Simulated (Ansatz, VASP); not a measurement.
# Si: VASP beside Ansatz

INCAR

```
SYSTEM = Si
ALGO     = Normal         ! electronic algorithm
EDIFF    = 1E-6           ! SCF threshold, eV
EDIFFG   = -0.01          ! ionic threshold
ENCUT    = 600            ! plane-wave cutoff, eV
GGA      = VW             ! functional
IBRION   = 2              ! ionic algorithm
ISIF     = 3              ! what is computed and relaxed
ISMEAR   = -1             ! smearing method
LASPH    = .True.         ! aspherical terms in the spheres
LCHARG   = .False.        ! write CHGCAR
LREAL    = .False.        ! projectors in reciprocal space
LWAVE    = .False.        ! write WAVECAR
NELM     = 100            ! most SCF steps
NSW      = 60             ! ionic steps
PREC     = Accurate       ! precision mode
SIGMA    = 0.05           ! smearing width, eV
```

Contents of KPOINTS:

```
k-points
0
Gamma
  8 8 8
  0 0 0
```

Contents of POSCAR:

```
Si
1.0
    0.0000000000      2.7218511865      2.7218511865
    2.7218511865      0.0000000000      2.7218511865
    2.7218511865      2.7218511865      0.0000000000
Si
2
Direct
    0.5000000000      0.5000000000      0.5000000000
    0.7500000000      0.7500000000      0.7500000000
```

Contents of input.yaml:

```yaml
crystal:
  lattice:
    - [0.0, 2.7218511865, 2.7218511865]
    - [2.7218511865, 0.0, 2.7218511865]
    - [2.7218511865, 2.7218511865, 0.0]
  atoms:
    - { symbol: Si, position: [0.5, 0.5, 0.5] }
    - { symbol: Si, position: [0.75, 0.75, 0.75] }
hamiltonian:
  xc: { exchange: slater, correlation: vwn5 }
  pseudopotentials: { kind: paw }
kpoints:
  mp_grid: { grid: [8, 8, 8] }
scf:
  occupations: { method: fermi_dirac, width: 0.05 }
output:
  forces: true
  stress: true
relax:
  f_tol: 0.01
  max_steps: 40
  cell: { stress_tol: 0.05 }
```

Alike in both runs: task relaxation of cell and atoms; functional SVWN5; k mesh 8 × 8 × 8; occupations fermi-dirac, width 0.05 eV; no spin polarisation.

|  | VASP | Ansatz |
| --- | --- | --- |
| version | VASP 6.6.1 | Ansatz 0.2.0 |
| potentials or method | VASP PAW PBE potentials, release 64 (Si) | Ansatz PAW |
| plane-wave cutoff (eV) | 600 | 420 |
| valence electrons in the cell | 8 | 8 |

Ansatz gave:

```
relaxed volume (Å³/atom)                                     : 19.69
relaxed cell length with the largest relative difference (Å) : 3.819
energy change over the relaxation (meV/atom)                 : -3
```

What did VASP give for the same quantities?

Relaxed volume (Å³/atom): 19.79; relaxed cell length with the largest relative difference (Å): 3.825; energy change over the relaxation (meV/atom): -2.

Caveats: the PAW data sets were made with another functional, which shifts forces and pressure a little (VASP); the plane-wave basis is chosen anew once the cell has moved, so the energies of steps on either side of that aren't comparable (Ansatz); the PAW data sets come from PBE, with cores solved anew for the run's functional, which leaves a small shift of forces and pressure (Ansatz).
